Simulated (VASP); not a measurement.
Input of a VASP 6.6.1 run:

Contents of INCAR:

```
SYSTEM = C18O
  PREC = Accurate
  ENCUT = 520
  EDIFF = 1E-7
  ISMEAR = -1
  SIGMA = 0.05
  LREAL = Auto
  LASPH = .TRUE.
  NELM = 150
  ALGO = Normal
  ISIF = 2
  LWAVE = .FALSE.
  LCHARG = .FALSE.
  ISPIN = 2
  MAGMOM = 0 0 0 0 0 0 0 0 0 0 0 0 0 0 0 0 0 0 0
  LORBIT = 11
  GGA = PE
  NBANDS = 58
```

Contents of KPOINTS:

```
regular mesh
0
G
  2 2 1
  0 0 0
```

The input POSCAR:

```
C18O
1.0
    7.3980000000      0.0000000000      0.0000000000
   -3.6990000000      6.4068560000      0.0000000000
    0.0000000000      0.0000000000     11.0000000000
C O
18 1
Direct
   -0.0044895835      0.0059245908      0.0905214545
    0.2159750186      0.1143601479      0.0856767273
   -0.0055079970      0.3360426705      0.0834639091
    0.2161225615      0.4470131684      0.0838182727
   -0.0042078276      0.6671553099      0.0902210909
    0.2157709020      0.7792644317      0.0850912727
    0.3273664215      0.0026903992      0.0849009091
    0.5494622796      0.1138077709      0.0839440000
    0.3269764249      0.3361491190      0.0839440000
    0.5488007733      0.4471633200      0.0856751818
    0.3270277775      0.6686051630      0.0832618182
    0.5488333609      0.7795712905      0.0852347273
    0.6605509604      0.0026999202      0.0845006364
    0.8835757550      0.1143102014      0.0853431818
    0.6605166633      0.3358508448      0.0850683636
    0.8838634525      0.4473211198      0.0852509091
    0.6570518896      0.6674517111      0.0905542727
    0.8826908734      0.7801027524      0.1216745455
    0.8784836657      0.7844312405      0.2491275455
```

Potentials or basis: VASP PAW PBE potentials, release 64 (C, O).

Command:

```console
$ cat potpaw_PBE.64/C/POTCAR potpaw_PBE.64/O/POTCAR > POTCAR
$ mpirun -np 1 vasp_std > vasp.out
```

(1) Predict the largest force.

(2) Predict the band gap on the k mesh.

Results:

(1) 0.242 eV/Å.

(2) none (metal or under the smearing width).

Caveat: the k mesh is coarse (spacing up to 0.49 Å⁻¹), so the values aren't converged.
